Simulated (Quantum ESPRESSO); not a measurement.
PbSe (Clausthalite): zone-centre phonons under several settings

```
Pb Se
1.0
     0.00000    3.06065    3.06065
     3.06065    0.00000    3.06065
     3.06065    3.06065    0.00000
Pb Se
1 1
Direct
  0.00000 0.00000 0.00000
  0.50000 0.50000 0.50000
```

All runs used Quantum ESPRESSO 7.5; no spin polarisation; occupations smeared at first, fixed for the response.

| level | potentials | k mesh (s: shifted) | geometry | cutoff (eV) | volume (Å³/atom) | pressure (GPa) | lowest optical mode without the field (cm⁻¹) | sum of the Born charges (e) |
| --- | --- | --- | --- | --- | --- | --- | --- | --- |
| PBE+D3(BJ) | PseudoDojo 0.4.1 SR PBE standard | 6 × 6 × 6s | relaxed cell | 1170 | 28.85 | 0.0 | 57 | 0.00 |
| PBE | SSSP 1.3 efficiency PBE | 6 × 6 × 6s | relaxed cell | 748 | 30.01 | 0.0 | 34 | 0.01 |
| AM05 | PseudoDojo 0.4.1 SR PBE standard | 6 × 6 × 6s | given cell, atoms relaxed | 1170 | 28.67 | 0.0 | 42 | 0.00 |
| PBE | PseudoDojo 0.4.1 SR PBE standard | 6 × 6 × 6s | given cell, atoms relaxed | 1170 | 28.67 | 2.4 | 60 | 0.00 |
| LDA | PseudoDojo 0.4.1 SR LDA standard | 6 × 6 × 6s | given cell, atoms relaxed | 1170 | 28.67 | -2.1 | 38 | 0.00 |
| PBEsol | PseudoDojo 0.4.1 SR PBEsol standard | 6 × 6 × 6s | given cell, atoms relaxed | 1170 | 28.67 | ? | ? | ? |
| rev-vdW-DF2 | PseudoDojo 0.4.1 SR PBE standard | 4 × 4 × 4s | relaxed cell | 1170 | 29.29 | 0.0 | 57 | 0.39 |
| rev-vdW-DF2 | PseudoDojo 0.4.1 SR PBE standard | 4 × 4 × 4s | given cell, atoms relaxed | 1170 | 28.67 | 1.1 | 66 | 0.41 |

What stands in the row left open?

Pressure -0.5 GPa; lowest optical mode without the field 50 cm⁻¹; sum of the Born charges 0.00 e.

Caveats: the potentials were made for another functional, which shifts forces and pressure (some runs).

The runs don't all hold the same shells in valence.
